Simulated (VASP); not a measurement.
# PbSe (Fm-3m) in VASP: a series of runs, part 2 of 2

VASP 6.6.1. Earlier steps stand in the parts before.

## (3) Single point, PBE+D3(BJ) (volume scaled by 1.03)

File INCAR:

```
  PREC = Accurate
  ENCUT = 520
  EDIFF = 1E-6
  ISMEAR = 0
  SIGMA = 0.01
  LREAL = F
  LASPH = T
  NELM = 100
  ALGO = Normal
  ISIF = 2
  LWAVE = F
  LCHARG = F
  GGA = PE
  IVDW = 12
  NBANDS = 17
```

File KPOINTS:

```
regular mesh
0
Gamma
  10 10 10
```

File POSCAR:

```
PbSe
1.0
    0.0000000000      3.0974703041      3.0974703041
    3.0974703041      0.0000000000      3.0974703041
    3.0974703041      3.0974703041      0.0000000000
Pb Se
1 1
Direct
    0.0000000000      0.0000000000      0.0000000000
    0.5000000000      0.5000000000      0.5000000000
```

Potentials or basis: VASP PAW PBE potentials, release 64 (Pb_d, Se).

The run is started by

```sh
cat potpaw_PBE.64/Pb_d/POTCAR potpaw_PBE.64/Se/POTCAR > POTCAR
mpirun -np 1 vasp_std > vasp.out
```

OUTCAR:

```text
PREC = Accurate
   ENCUT = 520
   EDIFF = 1E-6
   ISMEAR = 0
   LREAL = F
   LASPH = T
   NELM = 100
   ISIF = 2
   GGA = PE
   IVDW = 12
 IVDW          = 12

 ion  position               nearest neighbor table
   1  0.000  0.000  0.000-   2 3.10   2 3.10   2 3.10   2 3.10   2 3.10   2 3.10
   2  0.500  0.500  0.500-   1 3.10   1 3.10   1 3.10   1 3.10   1 3.10   1 3.10

  LATTYP: Found a face centered cubic cell.
 ALAT       =     6.1949406082

  Lattice vectors:

 A1 = (   0.0000000000,   3.0974703041,   3.0974703041)
 A2 = (   3.0974703041,   0.0000000000,   3.0974703041)
 A3 = (   3.0974703041,   3.0974703041,   0.0000000000)

Analysis of symmetry for initial positions (statically):
=====================================================================
 Subroutine PRICEL returns:
 Original cell was already a primitive cell.

 Routine SETGRP: Setting up the symmetry group for a
 face centered cubic supercell.

 Subroutine GETGRP returns: Found 48 space group operations
 (whereof 48 operations were pure point group operations)
 out of a pool of 48 trial point group operations.

The static configuration has the point symmetry O_h .

Analysis of symmetry for dynamics (positions and initial velocities):
=====================================================================
 Subroutine PRICEL returns:
 Original cell was already a primitive cell.

 Routine SETGRP: Setting up the symmetry group for a
 face centered cubic supercell.

 Subroutine GETGRP returns: Found 48 space group operations
 (whereof 48 operations were pure point group operations)
 out of a pool of 48 trial point group operations.

The dynamic configuration has the point symmetry O_h .

 Subroutine INISYM returns: Found 48 space group operations
 (whereof 48 operations are pure point group operations),
 and found     1 'primitive' translations

----------------------------------------------------------------------------------------

                                     Primitive cell

  volume of cell :      59.4363

  direct lattice vectors                    reciprocal lattice vectors
     0.000000000  3.097470304  3.097470304    -0.161422048  0.161422048  0.161422048
     3.097470304  0.000000000  3.097470304     0.161422048 -0.161422048  0.161422048
     3.097470304  3.097470304  0.000000000     0.161422048  0.161422048 -0.161422048

  length of vectors
     4.380484513  4.380484513  4.380484513     0.279591189  0.279591189  0.279591189

  position of ions in fractional coordinates (direct lattice)
     0.000000000  0.000000000  0.000000000
     0.500000000  0.500000000  0.500000000

  ion indices of the primitive-cell ions
   primitive index   ion index
                 1           1
                 2           2

----------------------------------------------------------------------------------------

 KPOINTS: regular mesh

Automatic generation of k-mesh.
 Grid dimensions read from file:
 generate k-points for:   10   10   10

 Generating k-lattice:

  Cartesian coordinates                     Fractional coordinates (reciprocal lattice)
    -0.016142205  0.016142205  0.016142205     0.100000000  0.000000000  0.000000000
     0.016142205 -0.016142205  0.016142205     0.000000000  0.100000000  0.000000000
     0.016142205  0.016142205 -0.016142205     0.000000000  0.000000000  0.100000000

  Length of vectors
     0.027959119  0.027959119  0.027959119

  Shift w.r.t. Gamma in fractional coordinates (k-lattice)
     0.000000000  0.000000000  0.000000000

 Subroutine IBZKPT returns following result:
 ===========================================

 Found     47 irreducible k-points:

 Following reciprocal coordinates:
            Coordinates               Weight
  0.000000  0.000000  0.000000      1.000000
  0.100000  0.000000  0.000000      8.000000
  0.200000  0.000000  0.000000      8.000000
  0.300000  0.000000  0.000000      8.000000
  0.400000  0.000000  0.000000      8.000000
  0.500000  0.000000  0.000000      4.000000
[... 16 lines left out ...]
  0.300000  0.300000  0.000000      6.000000
  0.400000  0.300000  0.000000     24.000000
 [... further k-points ...]
   k-points           NKPTS =     47   k-points in BZ     NKDIM =     47   number of bands    NBANDS=     17
   number of dos      NEDOS =    301   number of ions     NIONS =      2
   total plane-waves  NPLWV =  46656
   dimension x,y,z NGX =    36 NGY =   36 NGZ =   36
   dimension x,y,z NGXF=    72 NGYF=   72 NGZF=   72
   ions per type =               1   1
   NGX,Y,Z   is equivalent  to a cutoff of  13.66, 13.66, 13.66 a.u.
   NGXF,Y,Z  is equivalent  to a cutoff of  27.33, 27.33, 27.33 a.u.
 SYSTEM =  unknown system
   PREC   = accura    normal or accurate (medium, high low for compatibility)
   ISTART =      0    job   : 0-new  1-cont  2-samecut
   ICHARG =      2    charge: 1-file 2-atom 10-const
   ISPIN  =      1    spin polarized calculation?
   LNONCOLLINEAR =      F non collinear calculations
   LSORBIT =      F    spin-orbit coupling
   LASPH  =      T    aspherical Exc in radial PAW
   ENCUT  =  520.0 eV  38.22 Ry    6.18 a.u.   8.14  8.14  8.14*2*pi/ulx,y,z
   NELM   =    100;   NELMIN=  2; NELMDL= -5     # of ELM steps
   EDIFF  = 0.1E-05   stopping-criterion for ELM
   LREAL  =      F    real-space projection
   EDIFFG = 0.1E-04   stopping-criterion for IOM
   NSW    =      0    number of steps for IOM
   IBRION =     -1    ionic relax: 0-MD 1-quasi-New 2-CG
   NFREE  =      0    steps in history (QN), initial steepest desc. (CG)
   ISIF   =      2    stress and relaxation
   ISYM   =      2    0-nonsym 1-usesym 2-fastsym
   POTIM  = 0.5000    time-step for ionic-motion
   TEBEG  =    0.0;   TEEND  =   0.0 temperature during run
   PSTRESS=    0.0 pullay stress
   NELECT =      20.0000    total number of electrons
   NUPDOWN=      -1.0000    fix difference up-down
   EMIN   =  10.00;   EMAX   =-10.00  energy-range for DOS
   EFERMI =   0.00;   METHOD = LEGACY
   ISMEAR =     0;   SIGMA  =   0.01  broadening in eV -4-tet -1-fermi 0-gaus
   EFERMI_NEDOS =   21; number of points for ismear=-14 and -15
   IALGO  =     38    algorithm
   IMIX   =      4    mixing-type and parameters
     AMIX     =   0.40;   BMIX     =  1.00
     AMIX_MAG =   1.60;   BMIX_MAG =  1.00
  volume/ion in A,a.u.               =      29.72       200.55
  Fermi-wavevector in a.u.,A,eV,Ry     =   1.138678  2.151790 17.641152  1.296588
  Thomas-Fermi vector in A             =   2.275382
   LORBIT       =      0    0 simple, 1 ext, 2 COOP (PROOUT), +10 PAW based schemes
   GGA     = PE    functional components
   LHFCALC =     F    Hartree Fock is set to
   AEXX    =    0.0000 exact exchange contribution
   IVDW    =    12    specifies the selected vdW correction
   LEPSILON=     F    determine dielectric tensor
   LRPA    =     F    only Hartree local field effects (RPA)
 non-spin polarized calculation
 Gauss-broadening in eV      SIGMA  =   0.01
  energy-cutoff  :      520.00
  volume of cell :       59.44
 maximum number of plane-waves:      1639
 NGX is ok and might be reduce to    36
   NGX = 17   NGY = 17   NGZ = 17

 number of electron      20.0000002 magnetization

 Free energy of the ion-electron system (eV)
  ---------------------------------------------------
  ext. energy  EPLUGINS =         0.00000000
  ---------------------------------------------------
  free energy    TOTEN  =        -8.19695958 eV

  energy without entropy =       -8.19695958  energy(sigma->0) =       -8.19695958

 E-fermi :   4.6734     XC(G=0):  -9.3653

 val. band max:        4.6057954535   @ k =   0.5000   0.0000   0.0000
 cond. band min:       5.0109093300   @ k =   0.5000   0.0000   0.0000
 fundamental gap:      0.4051138765
 Fermi energy:         4.6733704038

 k-point     1 :       0.0000    0.0000    0.0000
  band No.  band energies     occupation
      1     -12.1501      2.00000
      2     -12.1501      2.00000
      3     -12.1501      2.00000
      4     -12.1444      2.00000
      5     -12.1444      2.00000
      6      -8.6636      2.00000
[... 9 lines left out ...]
     16      11.2254      0.00000
     17      12.8166      0.00000
[... 441 lines left out ...]
 k-point    24 :       0.4000    0.3000    0.0000
  band No.  band energies     occupation
      1     -12.2153      2.00000
      2     -12.1600      2.00000
      3     -12.1349      2.00000
      4     -12.1211      2.00000
      5     -12.1187      2.00000
      6      -7.6717      2.00000
[... 9 lines left out ...]
     16      15.3118      0.00000
     17      16.0283      0.00000

 [... further k-points ...]

------------------------ aborting loop because EDIFF is reached ----------------------------------------

 Edisp (eV)   -0.71006

 E8    (eV) :    -0.3314

  FORCE on cell =-STRESS in cart. coord.  units (eV):
  Direction    XX          YY          ZZ          XY          YZ          ZX
  --------------------------------------------------------------------------------------
  -------------------------------------------------------------------------------------
  Total      -0.53264    -0.53264    -0.53264    -0.00000     0.00000     0.00000
  in kB     -14.35810   -14.35810   -14.35810    -0.00000     0.00000     0.00000
  external pressure =      -14.36 kB  Pullay stress =        0.00 kB

 VOLUME and BASIS-vectors are now :
 -----------------------------------------------------------------------------
  energy-cutoff  :      520.00
  volume of cell :       59.44
      direct lattice vectors                 reciprocal lattice vectors
     0.000000000  3.097470304  3.097470304    -0.161422048  0.161422048  0.161422048
     3.097470304  0.000000000  3.097470304     0.161422048 -0.161422048  0.161422048
     3.097470304  3.097470304  0.000000000     0.161422048  0.161422048 -0.161422048

 POSITION                                       TOTAL-FORCE (eV/Angst)
 -----------------------------------------------------------------------------------
      0.00000      0.00000      0.00000         0.000000      0.000000      0.000000
      3.09747      3.09747      3.09747        -0.000000      0.000000     -0.000000
 -----------------------------------------------------------------------------------
    total drift:                                0.000000      0.000000      0.000000

  FREE ENERGIE OF THE ION-ELECTRON SYSTEM (eV)
  ---------------------------------------------------
  free  energy   TOTEN  =        -8.9070176569 eV

  energy  without entropy=       -8.9070176569  energy(sigma->0) =       -8.90701766
```

OSZICAR:

```text
N       E                     dE             d eps       ncg     rms          rms(c)
DAV:   1     0.155815435037E+03    0.15582E+03   -0.94376E+03  1606   0.118E+03
DAV:   2     0.286561347773E+01   -0.15295E+03   -0.14733E+03  1678   0.301E+02
DAV:   3    -0.824635847553E+01   -0.11112E+02   -0.11049E+02  2100   0.882E+01
DAV:   4    -0.850172419741E+01   -0.25537E+00   -0.25519E+00  1967   0.151E+01
DAV:   5    -0.851078867979E+01   -0.90645E-02   -0.90640E-02  2256   0.277E+00    0.272E+00
DAV:   6    -0.819790807129E+01    0.31288E+00   -0.78758E-01  2399   0.584E+00    0.149E+00
DAV:   7    -0.819372623103E+01    0.41818E-02   -0.12620E-01  1843   0.166E+00    0.843E-01
DAV:   8    -0.819745539541E+01   -0.37292E-02   -0.14525E-02  1962   0.128E+00    0.191E-01
DAV:   9    -0.819686324637E+01    0.59215E-03   -0.31091E-03  2380   0.520E-01    0.575E-02
DAV:  10    -0.819695173742E+01   -0.88491E-04   -0.24201E-04  1878   0.892E-02    0.205E-02
DAV:  11    -0.819695950855E+01   -0.77711E-05   -0.55067E-05  2060   0.746E-02    0.792E-03
DAV:  12    -0.819695957622E+01   -0.67668E-07   -0.30027E-06  2017   0.118E-02
   1 F= -.89070177E+01 E0= -.89070177E+01  d E =-.332641E-24
```

Wall time 53 s (1 thread of Intel Xeon Platinum 8259CL at 2.50GHz (Skylake/Cascade Lake), shared host); peak memory 0.24 GiB.

Results:

```
Free energy                : -8.9070 eV
Pressure                   : -1.4 GPa
Band gap on the k mesh     : 0.41 eV, direct
Dispersion energy per atom : -0.355 eV
```

Levels at points of the mesh, in eV from the valence-band top:
```csv
k point,band 7,band 8,band 9,band 10,band 11,band 12,band 13,band 14
"(0.00, 0.00, 0.00)",-6.33,-1.69,-1.69,-1.69,4.66,4.66,4.66,6.62
"(0.50, 0.00, 0.00)",-8.58,-1.31,-1.31,0.00,0.41,1.80,1.80,8.53
"(0.50, 0.50, 0.00)",-7.30,-4.66,-2.99,-2.99,3.87,5.50,5.50,5.92
```

Caveat: spin-orbit coupling is left out, which moves the levels of the heavy elements. A k mesh can miss the band edges.

## (4) Single point, PBE+D3(BJ) (volume scaled by 1.06)

File INCAR:

```
  PREC = Accurate
  ENCUT = 520
  EDIFF = 1E-6
  ISMEAR = 0
  SIGMA = 0.01
  LREAL = F
  LASPH = T
  NELM = 60
  ALGO = Normal
  ISIF = 2
  LWAVE = F
  LCHARG = T
  GGA = PE
  IVDW = 12
  LELF = T
  LVHAR = T
  NBANDS = 17
```

File KPOINTS:

```
Automatic mesh
0
Gamma
  10 10 10
```

File POSCAR:

```
PbSe
1.0
    0.0000000000      3.1272554996      3.1272554996
    3.1272554996      0.0000000000      3.1272554996
    3.1272554996      3.1272554996      0.0000000000
Pb Se
1 1
Direct
    0.0000000000      0.0000000000      0.0000000000
    0.5000000000      0.5000000000      0.5000000000
```

The run is started by

```sh
cat potpaw_PBE.64/Pb_d/POTCAR potpaw_PBE.64/Se/POTCAR > POTCAR
mpirun -np 1 vasp_std > vasp.out
```

Wall time 64 s (1 thread of Intel Xeon Platinum 8259CL at 2.50GHz (Skylake/Cascade Lake), shared host); peak memory 0.24 GiB.

Results (log left out):

```yaml
Free_energy: -8.8857 eV
Pressure: -2.5 GPa
Band_gap_on_the_k_mesh: 0.49 eV, direct
Dispersion_energy_per_atom: -0.345 eV
```

Levels at points of the mesh, in eV from the valence-band top:
| k point | band 8 | band 9 | band 10 | band 11 | band 12 | band 13 |
| --- | --- | --- | --- | --- | --- | --- |
| (0.00, 0.00, 0.00) | -1.55 | -1.55 | -1.55 | 4.61 | 4.61 | 4.61 |
| (0.50, 0.00, 0.00) | -1.18 | -1.18 | 0.00 | 0.49 | 1.87 | 1.87 |
| (0.50, 0.50, 0.00) | -4.41 | -2.80 | -2.80 | 4.01 | 5.41 | 5.41 |

Caveat: spin-orbit coupling is left out, which moves the levels of the heavy elements. A k mesh can miss the band edges.

## (5) Single point, PBE+D3(BJ) (volume scaled by 1.10)

File INCAR:

```
ALGO = Normal
EDIFF = 1E-7
ENCUT = 520
GGA = PE
ISIF = 2
ISMEAR = 0
IVDW = 12
LASPH = T
LCHARG = F
LREAL = F
LWAVE = F
NBANDS = 17
NELM = 60
PREC = Accurate
SIGMA = 0.01
```

File KPOINTS:

```
k-points
0
Gamma
  10 10 10
```

File POSCAR:

```
PbSe
1.0
    0.0000000000      3.1661073666      3.1661073666
    3.1661073666      0.0000000000      3.1661073666
    3.1661073666      3.1661073666      0.0000000000
Pb Se
1 1
Direct
    0.0000000000      0.0000000000      0.0000000000
    0.5000000000      0.5000000000      0.5000000000
```

The run is started by

```sh
cat potpaw_PBE.64/Pb_d/POTCAR potpaw_PBE.64/Se/POTCAR > POTCAR
mpirun -np 1 vasp_std > vasp.out
```

It took 58 s on 1 thread of Intel Xeon Platinum 8259CL at 2.50GHz (Skylake/Cascade Lake), shared host; peak memory 0.24 GiB.

It converged, with:

- Free energy: -8.8467 eV
- Pressure: -2.5 GPa
- Band gap on the k mesh: 0.58 eV, direct
- Dispersion energy per atom: -0.337 eV

Levels at points of the mesh, in eV from the valence-band top:
```csv
k point,band 8,band 9,band 10,band 11,band 12,band 13
"(0.00, 0.00, 0.00)",-1.38,-1.38,-1.38,4.54,4.54,4.54
"(0.50, 0.00, 0.00)",-1.04,-1.04,0.00,0.58,1.95,1.95
"(0.50, 0.50, 0.00)",-4.11,-2.57,-2.57,4.17,5.29,5.29
```

Caveat: spin-orbit coupling is left out, which moves the levels of the heavy elements. A k mesh can miss the band edges.

## (6) Summary

```tsv
cell	gap on the mesh (eV)	pressure (GPa)
a = 4.338 Å, angles 60.0°, 2 atoms	0.31	0.0
a = 4.380 Å, angles 60.0°, 2 atoms	0.41	-1.4
a = 4.423 Å, angles 60.0°, 2 atoms	0.49	-2.5
a = 4.478 Å, angles 60.0°, 2 atoms	0.58	-2.5
```

Alike in all rows: task single point; level PBE+D3(BJ); potentials or basis VASP PAW PBE potentials, release 64 (Pb_d, Se); no spin polarisation; k mesh 10 × 10 × 10; cutoff (eV) 520; smearing gaussian 0.01 eV.

Caveats: spin-orbit coupling is left out, which moves the levels of the heavy elements.

Total energies depend on the potentials used, so only differences within one code and one set of settings carry meaning.

## (7) How close it comes

Step 2. Against the measured gap of PbSe, 0.15 eV (direct; 4.2 K; a printed reference work, monograph), the calculated 0.31 eV is off by +0.16 eV. 2 values of this kind are on record (0.15 to 0.28 eV); this one was drawn at random. Spin-orbit coupling on Pb, Se is left out. The value is that of PBE+D3(BJ) on a finite k mesh, which can miss the band edges, without temperature or zero-point motion.
